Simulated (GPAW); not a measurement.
Crystal: BaO.

```xyz
2
Lattice="0.0000 2.7615 2.7615 2.7615 0.0000 2.7615 2.7615 2.7615 0.0000" Properties=species:S:1:pos:R:3 pbc="T T T"
Ba    0.0000    0.0000    0.0000
O     2.7615    2.7615    2.7615
```

The cell was built by a generator and isn't the measured one.

Base run:

- Program: GPAW 26.7.0
- Functional: TB-mBJ
- Potentials or basis: GPAW PAW data sets for LDA (gpaw-data 1.2.1)
- Cutoff: 600 eV
- Basis: pw
- k mesh: 8 × 8 × 8
- Occupations: fermi-dirac, width 0.05 eV
- Spin: no spin polarisation

Its results: band gap on the k mesh 3.31 eV, direct.

**Question.** The run is repeated on the same cell with these changes: functional from TB-mBJ to PBE; potentials or basis from GPAW PAW data sets for LDA (gpaw-data 1.2.1) to GPAW PAW data sets (gpaw-data 1.2.1). What comes out?

**Answer.** Band gap on the k mesh 1.97 eV, direct.

Caveats: spin-orbit coupling is left out, which moves the levels of the heavy elements; a model potential gives levels but no total energy (some runs).
